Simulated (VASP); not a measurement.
Write the native input for VASP 6.6.1 that does the following.

| Quantity | Value |
| --- | --- |
| Task | band structure |
| Functional | r2SCAN |
| Potentials or basis | VASP PAW PBE potentials, release 64 (As, B) |
| Cutoff | 520 eV |
| k mesh | 8 × 8 × 8 |
| Occupations | gaussian, width 0.02 eV |
| Spin | spin-orbit coupling, no magnetisation |
| Ladder | gaps |
| Further INCAR settings | ALGO = Normal; EDIFF = 1e-06 |

The structure of BAs lies in POSCAR:

```
BAs
1.0
    0.0000000000      2.3885000000      2.3885000000
    2.3885000000      0.0000000000      2.3885000000
    2.3885000000      2.3885000000      0.0000000000
As B
1 1
Direct
    0.7500000000      0.7500000000      0.7500000000
    0.0000000000      0.0000000000      0.0000000000
```

These files were run (other wordings do the same):

INCAR

```
SYSTEM = BAs
  PREC = Accurate
  ENCUT = 520
  EDIFF = 1E-6
  ISMEAR = 0
  SIGMA = 0.02
  LREAL = .FALSE.
  LASPH = .TRUE.
  NELM = 60
  ALGO = Normal
  ISIF = 2
  LWAVE = .FALSE.
  LCHARG = .FALSE.
  MAGMOM = 0 0 0 0 0 0
  LORBIT = 11
  LSORBIT = .TRUE.
  GGA_COMPAT = .FALSE.
  METAGGA = R2SCAN
  LMIXTAU = .TRUE.
  KPAR = 2
```

KPOINTS

```
Automatic mesh
0
G
  8 8 8
  0 0 0
```

KPOINTS_OPT

```
path GXWKGLUWLK,UX
15
line-mode
reciprocal
 0.0000000000  0.0000000000  0.0000000000  G
 0.5000000000  0.0000000000  0.5000000000  X

 0.5000000000  0.0000000000  0.5000000000  X
 0.5000000000  0.2500000000  0.7500000000  W

 0.5000000000  0.2500000000  0.7500000000  W
 0.3750000000  0.3750000000  0.7500000000  K

 0.3750000000  0.3750000000  0.7500000000  K
 0.0000000000  0.0000000000  0.0000000000  G

 0.0000000000  0.0000000000  0.0000000000  G
 0.5000000000  0.5000000000  0.5000000000  L

 0.5000000000  0.5000000000  0.5000000000  L
 0.6250000000  0.2500000000  0.6250000000  U

 0.6250000000  0.2500000000  0.6250000000  U
 0.5000000000  0.2500000000  0.7500000000  W

 0.5000000000  0.2500000000  0.7500000000  W
 0.5000000000  0.5000000000  0.5000000000  L

 0.5000000000  0.5000000000  0.5000000000  L
 0.3750000000  0.3750000000  0.7500000000  K

 0.6250000000  0.2500000000  0.6250000000  U
 0.5000000000  0.0000000000  0.5000000000  X
```

Potentials or basis: VASP PAW PBE potentials, release 64 (As, B).

Launch:

```bash
$ cat potpaw_PBE.64/As/POTCAR potpaw_PBE.64/B/POTCAR > POTCAR
$ mpirun -np 2 vasp_ncl > vasp.out
```

Results of the run:

```json
{
 "Pressure": "0.8 GPa",
 "Valence electrons inside the program's atomic spheres": "As 2.96; B 1.83"
}
```

Caveat: the PAW data sets were made with another functional, which shifts forces and pressure a little.

Wall time 2.8 min on 2 MPI ranks on Intel(R) Xeon(R) 6975P-C (Granite Rapids) (shared host), peak memory 0.29 GiB a rank.
